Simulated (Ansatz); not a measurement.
The equilibrium volume of CdS, sorted by core time

```xyz
4
Lattice="4.1500 0.0000 0.0000 -2.0750 3.5940 0.0000 0.0000 0.0000 6.7370" Properties=species:S:1:pos:R:3 pbc="T T T"
Cd    2.0750    1.1980    3.3685
Cd    0.0000    2.3960    0.0000
S     2.0750    1.1980    5.8949
S     0.0000    2.3960    2.5264
```

| rung | level | program and potentials | cutoff (eV) | k mesh | core time | chip | equilibrium volume (Å³/atom) | notes |
| --- | --- | --- | --- | --- | --- | --- | --- | --- |
| GGA + dispersion | PBEsol+D3(BJ) | Ansatz, Ansatz PAW | 420 | 7 × 7 × 4 | 20 s | Arm Neoverse V2 | 24.01 | potentials made for PBE, which Ansatz adapts in part |
| GGA + dispersion | BLYP+D4 | Ansatz, Ansatz PAW | 420 | 7 × 7 × 4 | 24 s | Arm Neoverse V1 | 25.55 | potentials made for PBE, which Ansatz adapts in part |
| GGA | PBEsol | Ansatz, Ansatz PAW | 420 | 7 × 7 × 4 | 27 s | Arm Neoverse V1 | 24.70 | potentials made for PBE, which Ansatz adapts in part |
| GGA + dispersion | BLYP+D3(BJ) | Ansatz, Ansatz PAW | 420 | 7 × 7 × 4 | 33 s | Intel Xeon Skylake/Cascade Lake | 25.27 | potentials made for PBE, which Ansatz adapts in part |
| GGA + dispersion | revPBE+D3(BJ) | Ansatz, Ansatz PAW | 420 | 7 × 7 × 4 | 34 s | Intel Xeon Skylake/Cascade Lake | 24.86 | potentials made for PBE, which Ansatz adapts in part |
| GGA + dispersion | RPBE+D4 | Ansatz, Ansatz PAW | 420 | 7 × 7 × 4 | 34 s | Intel Xeon Skylake/Cascade Lake | 25.09 | potentials made for PBE, which Ansatz adapts in part |
| GGA + dispersion | PBEsol+D4 | Ansatz, Ansatz PAW | 420 | 7 × 7 × 4 | 35 s | Intel Xeon Skylake/Cascade Lake | 24.24 | potentials made for PBE, which Ansatz adapts in part |
| LDA | LDA | Ansatz, Ansatz PAW | 420 | 7 × 7 × 4 | 35 s | Intel Xeon Skylake/Cascade Lake | 23.86 | potentials made for PBE, which Ansatz adapts in part |
| GGA + dispersion | revPBE+D4 | Ansatz, Ansatz PAW | 420 | 7 × 7 × 4 | 36 s | Intel Xeon Skylake/Cascade Lake | 24.99 | potentials made for PBE, which Ansatz adapts in part |
| GGA | BLYP | Ansatz, Ansatz PAW | 420 | 7 × 7 × 4 | 42 s | Intel Xeon Skylake/Cascade Lake | 27.55 | potentials made for PBE, which Ansatz adapts in part |
| GGA | PBE | Ansatz, Ansatz PAW | 420 | 7 × 7 × 4 | 43 s | Intel Xeon Skylake/Cascade Lake | 26.04 | - |
| GGA | revPBE | Ansatz, Ansatz PAW | 420 | 7 × 7 × 4 | 50 s | Intel Xeon Skylake/Cascade Lake | 26.82 | potentials made for PBE, which Ansatz adapts in part |
| hybrid | PBEsol0 | Ansatz, Ansatz PAW | 420 | 4 × 4 × 2 | 92 s | Intel Xeon 6975P-C Granite Rapids | 24.58 | coarse mesh; potentials made for PBE, which Ansatz adapts in part |
| hybrid | HISS | Ansatz, Ansatz PAW | 420 | 4 × 4 × 2 | 3 min | Arm Neoverse V1 | 25.10 | coarse mesh; potentials made for PBE, which Ansatz adapts in part |
| hybrid | r2SCANh | Ansatz, Ansatz PAW | 500 | 4 × 4 × 2 | 3.2 min | Arm Neoverse V1 | 25.32 | coarse mesh; potentials made for PBE, which Ansatz adapts in part |
| hybrid | LC-wPBE | Ansatz, Ansatz PAW | 420 | 4 × 4 × 2 | 3.5 min | Arm Neoverse V1 | 24.52 | coarse mesh; potentials made for PBE, which Ansatz adapts in part |
| hybrid | B3LYP5 | Ansatz, Ansatz PAW | 420 | 4 × 4 × 2 | 6.3 min | Intel Xeon Skylake/Cascade Lake | 26.68 | coarse mesh; potentials made for PBE, which Ansatz adapts in part |

Times are single runs on shared hosts and different chips, so they are rough; meshes, cutoffs and the tasks' sizes weigh on the time. Task: relaxation of cell and atoms. All rows: no spin polarisation. Meshes differ between rows, which moves values too. Meshes are those of the run's cell of 4 atoms unless a note names another. Relaxations start from the cell shown or near it and stop with a little pressure left. Runs on faulty files, with rough fits or with known faults for this quantity aren't shown. No row holds spin-orbit coupling.

By rung: LDA 23.86; GGA + dispersion 24.01 to 25.55; GGA 24.70 to 27.55; hybrid on coarse meshes 24.52 to 26.68 (Å³/atom).

The volume of CdS follows the form of the exchange-correlation functional more than its rung. LDA gives the smallest cell, 23.86 Å³/atom, in line with its familiar overbinding, and the plain GGAs expand it from PBEsol through PBE and revPBE to BLYP at 27.55. Gradient corrections that favour inhomogeneous densities more strongly weaken the polar Cd–S bonds and lengthen them, whereas PBEsol keeps the gradient dependence suited to densely packed solids.

Dispersion contracts the cell for every parent functional listed with and without it, least for PBEsol and most for BLYP. Because the damping is fitted to each parent, this contraction probably compensates in part for missing semilocal binding, and doesn't measure the van der Waals attraction in CdS itself. Among the hybrids, PBEsol0 stays compact and B3LYP5 is the largest, which suggests that the semilocal part still matters once exact exchange is mixed in. A good volume alone wouldn't establish that the axial ratio or the internal coordinate of the wurtzite cell is right.
